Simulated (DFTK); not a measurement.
## MgS (Niningerite) in DFTK: convergence with k mesh

The system is MgS (Niningerite).

```xyz
2
Lattice="0.0000 2.6016 2.6016 2.6016 0.0000 2.6016 2.6016 2.6016 0.0000" Properties=species:S:1:pos:R:3 pbc="T T T"
S     2.6016    2.6016    2.6016
Mg    0.0000    0.0000    0.0000
```

```yaml
Program: DFTK 0.8.2
Task: convergence study
Functional: r2SCAN
Potentials_or_basis: SG15 1.2 (PBE)
Cutoff: 1225 eV
k_mesh: 1 × 1 × 1
Occupations: gaussian, width 0.02 eV
Spin: no spin polarisation
```

These are the settings of the first run; the series varies k mesh, with any setting tied to it.

Hardware: 1 thread of Intel(R) Xeon(R) Platinum 8259CL CPU @ 2.50GHz (Skylake/Cascade Lake), with other jobs on the host.

The values tried are 1 × 1 × 1, 3 × 3 × 3, 4 × 4 × 4, 5 × 5 × 5, 7 × 7 × 7, 8 × 8 × 8, 10 × 10 × 10, loosest first. From which on does the pressure stay within 0.1 GPa of the tightest run that finished?

From 5 × 5 × 5 on.

| k mesh | energy less the tightest run, at zero smearing (meV/atom) | pressure (GPa) | gap on the mesh (eV) | SCF cycles |
| --- | --- | --- | --- | --- |
| 1 × 1 × 1 | 5589.36 | 53.62 | 4.070 | 11 |
| 3 × 3 × 3 | 101.50 | 1.99 | 4.509 | 9 |
| 4 × 4 × 4 | 19.67 | 0.84 | 3.502 | 9 |
| 5 × 5 × 5 | 4.27 | 0.59 | 3.939 | 9 |
| 7 × 7 × 7 | 0.25 | 0.51 | 3.738 | 9 |
| 8 × 8 × 8 | 0.06 | 0.51 | 3.521 | 10 |
| 10 × 10 × 10 | 0.00 | 0.51 | 3.521 | 9 |

Against the tightest run, the energy stays within 1 meV/atom from 7 × 7 × 7 on; the gap on the mesh stays within 0.01 eV from 8 × 8 × 8 on. Meshes of other sizes hit other points, so gaps and Fermi surfaces needn't settle smoothly. The tightest run that finished is the yardstick and may itself not be fully converged.

Caveat, for the tightest run too: the potentials were made for another functional, which shifts forces and pressure.
